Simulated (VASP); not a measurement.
A run of VASP 6.6.1:

INCAR

```
SYSTEM = Mn
PREC     = Accurate       ! precision mode
ENCUT    = 520            ! plane-wave cutoff, eV
EDIFF    = 1E-7           ! SCF threshold, eV
ISMEAR   = 0              ! smearing method
SIGMA    = 0.1            ! smearing width, eV
LREAL    = .False.        ! projectors in reciprocal space
LASPH    = .True.         ! aspherical terms in the spheres
NELM     = 150            ! most SCF steps
ALGO     = Normal         ! electronic algorithm
ISIF     = 2              ! what is computed and relaxed
LWAVE    = .False.        ! write WAVECAR
LCHARG   = .False.        ! write CHGCAR
ISPIN    = 2              ! spin polarisation
MAGMOM   = 4 4 4          ! initial moments
LORBIT   = 11             ! projections on sites
LMAXMIX  = 4              ! l up to which the mixer works
GGA      = PS             ! functional
NBANDS   = 30             ! bands
```

The input KPOINTS:

```
regular mesh
0
Gamma
  6 6 6
  0 0 0
```

File POSCAR:

```
Mn
1.0
    3.4358319153      0.0000000000      0.0000000000
   -1.7179159577      2.9755177218      0.0000000000
    0.0000000000      0.0000000000      3.8980663219
Mn
3
Direct
    0.2254000000      0.0000000000      0.3333333333
    0.0000000000      0.2254000000      0.6666666667
    0.7746000000      0.7746000000      0.0000000000
```

Potentials or basis: VASP PAW PBE potentials, release 64 (Mn_pv).

Command:

```console
$ cat potpaw_PBE.64/Mn_pv/POTCAR > POTCAR
$ mpirun -np 1 vasp_std > vasp.out
```

Hardware: 1 thread of Intel(R) Xeon(R) 6975P-C (Granite Rapids), on a shared host.

**Question.** How long does it take, and how much memory?

**Answer.** Run time: 40 s on 1 thread of Intel(R) Xeon(R) 6975P-C (Granite Rapids) (shared host), peak memory 0.2 GiB. Counts: scf iterations 17, k points 34.
